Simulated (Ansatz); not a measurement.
Crystal: Ge.

```
Ge
1.0
    -2.57449    2.57449    1.39741
     2.57449   -2.57449    1.39741
     2.57449    2.57449   -1.39741
Ge
2
Direct
  0.50000 0.50000 0.00000
  0.25000 0.75000 0.50000
```

This isn't the form of Ge at room conditions, which is diamond.

Program: Ansatz 0.2.0. Alike in all runs: potentials or basis Ansatz PAW; cell as given; cutoff (eV) 420.

Task: Order these runs on this cell by their pressure, lowest first.
A. level RPBE; spin off; k mesh 11 × 11 × 11; smearing fermi-dirac 0.05 eV; points for each segment of the path 14; mesh quality not flagged
B. level PBEsol; spin SOC, no magnetisation; k mesh 8 × 8 × 8; smearing fermi-dirac 0.05 eV; points for each segment of the path 14; mesh quality not flagged
C. level HSE06; spin SOC, no magnetisation; k mesh 5 × 5 × 5; smearing fermi-dirac 0.05 eV; mesh quality coarse
D. level PBE; spin off; k mesh 11 × 11 × 11; smearing gaussian 0.028 eV; mesh quality not flagged
E. level HSEsol; spin off; k mesh 6 × 6 × 6; smearing fermi-dirac 0.05 eV; points for each segment of the path 4; mesh quality coarse

Result: E (-2.3 GPa), B (-0.8 GPa), C (1.0 GPa), D (3.2 GPa), A (5.0 GPa).

Caveats: some runs use coarse meshes; the PAW data sets come from PBE, with cores solved anew for the run's functional, which leaves a small shift of forces and pressure (some runs); the thresholds are loose for stress (some runs).
